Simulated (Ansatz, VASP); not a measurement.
**One calculation of Cu, two programs**

Contents of INCAR:

```
SYSTEM = Cu
PREC = Accurate
ENCUT = 520
EDIFF = 1E-6
ISMEAR = 0
SIGMA = 0.15
LREAL = .False.
LASPH = .True.
NELM = 100
ALGO = Fast
ISIF = 2
LWAVE = .False.
LCHARG = .True.
GGA = PS
LELF = .True.
LVHAR = .True.
NBANDS = 12
```

KPOINTS

```
Automatic mesh
0
Gamma
  26 26 26
  0 0 0
```

File POSCAR:

```
Cu
1.0
   -1.5231095727      1.5231095727      1.2347814342
    1.5231095727     -1.5231095727      1.2347814342
    1.5231095727      1.5231095727     -1.2347814342
Cu
1
Direct
    0.0000000000      0.0000000000      0.0000000000
```

Input for Ansatz:

```yaml
crystal:
  lattice:
    - [-1.5231095727, 1.5231095727, 1.2347814342]
    - [1.5231095727, -1.5231095727, 1.2347814342]
    - [1.5231095727, 1.5231095727, -1.2347814342]
  atoms:
    - { symbol: Cu, position: [0.0, 0.0, 0.0] }
basis:
  ecutwfc: 420
kpoints:
  mp_grid: { grid: [26, 26, 26] }
hamiltonian:
  xc: pbesol
scf:
  occupations: { method: gaussian, width: 0.15 }
output:
  forces: true
  stress: true
  eigenvalues: true
```

Alike in both runs: task single point; functional PBEsol; k mesh 26 × 26 × 26; occupations gaussian, width 0.15 eV; no spin polarisation.

|  | VASP | Ansatz |
| --- | --- | --- |
| version | VASP 6.6.1 | Ansatz 0.2.0 |
| potentials or method | VASP PAW PBE potentials, release 64 (Cu) | scalar-relativistic, plane waves, PAW |
| plane-wave cutoff (eV) | 520 | 420 |
| valence electrons in the cell | 11 | 19 |

|  | VASP | Ansatz | Ansatz less VASP |
| --- | --- | --- | --- |
| gap on the k mesh at the Fermi level (eV) | none | none | - |
| pressure (GPa) | 1.5 | 0.6 | -0.91 |
| largest component of the traceless stress (GPa) | 6.78 | 6.74 | -0.040 |

A gap of «none» marks a metal or a gap that the smearing closes. The two sets of potentials don't hold the same shells in valence.

Caveats: the PAW data sets were made with another functional, which shifts forces and pressure a little (VASP).
